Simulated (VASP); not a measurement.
A run of VASP 6.6.1:

The input INCAR:

```
  PREC = Accurate
  ENCUT = 520
  EDIFF = 1E-6
  ISMEAR = 0
  SIGMA = 0.1
  LREAL = False
  LASPH = True
  NELM = 80
  ALGO = Normal
  ISIF = 2
  LWAVE = False
  LCHARG = True
  GGA = PS
  LELF = True
  LVHAR = True
  NBANDS = 15
```

KPOINTS

```
Automatic mesh
0
Gamma
  4 4 4
```

POSCAR

```
CsBr
1.0
    4.2860000000      0.0000000000      0.0000000000
    0.0000000000      4.2860000000      0.0000000000
    0.0000000000      0.0000000000      4.2860000000
Cs Br
1 1
Direct
    0.0000000000      0.0000000000      0.0000000000
    0.5000000000      0.5000000000      0.5000000000
```

Potentials or basis: VASP PAW PBE potentials, release 64 (Cs_sv, Br).

Run with:

```sh
$ cat potpaw_PBE.64/Cs_sv/POTCAR potpaw_PBE.64/Br/POTCAR > POTCAR
$ mpirun -np 1 vasp_std > vasp.out
```

Hardware: 1 thread of AMD EPYC 9R45 96-Core Processor (Zen 5) (shared host).

Question: How long does it take, and how much memory?

Answer: It took 6.6 s on 1 thread of AMD EPYC 9R45 96-Core Processor (Zen 5) (shared host), peak memory 0.14 GiB. Counts: scf iterations 12, k points 10.
